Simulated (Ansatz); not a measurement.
## Ionic part of the dielectric constant of AlN, mode by mode

Computed with Ansatz 0.2.0, DFT PBEsol, scalar-relativistic, plane waves, PAW. Plane waves to 420 eV; Γ-centred k mesh 10×10×10; fixed occupations. No spin polarisation. Phonons by linear response, acoustic sum rule imposed.

The structure is cubic, space group F-43m (No. 216). The conventional cell has a = 4.378 Å, b = 4.378 Å, c = 4.378 Å, α = 90.00°, β = 90.00°, γ = 90.00°. Al (site symmetry -43m) has 4 N at 1.90 Å as nearest neighbours. N (site symmetry -43m) has 4 Al at 1.90 Å as nearest neighbours.

The primitive cell has V = 20.97 Å³ and ε∞,xx = 4.646. Each polar mode adds Δε = (4.92064×10⁷/V)·S/ν² along x, with S its oscillator strength in e²/amu, ν in cm⁻¹ and V in Å³.

Q: From these modes, find each Δε and ε0,xx.
| ν (cm⁻¹) | S_xx (e²/amu) |
| --- | --- |
| 648.5 | 0.704 |

A:
```json
{"ν (cm⁻¹)": "648.5", "Δε": "3.93"}
```

The sum is 3.928, so ε0,xx = 8.57; the run's tensor has 8.57.

Q: Where do the longitudinal modes lie for a wave vector along x?

A: At 881 cm⁻¹. The Lyddane–Sachs–Teller product Π(ν_LO/ν_TO)² = 1.85 matches ε0/ε∞ = 1.85.

This zinc-blende form isn't the usual stable structure of the compound.

Cost: 1 run of about 0.14 core-minutes, on AMD EPYC 9R45 (Zen 5) (shared hosts).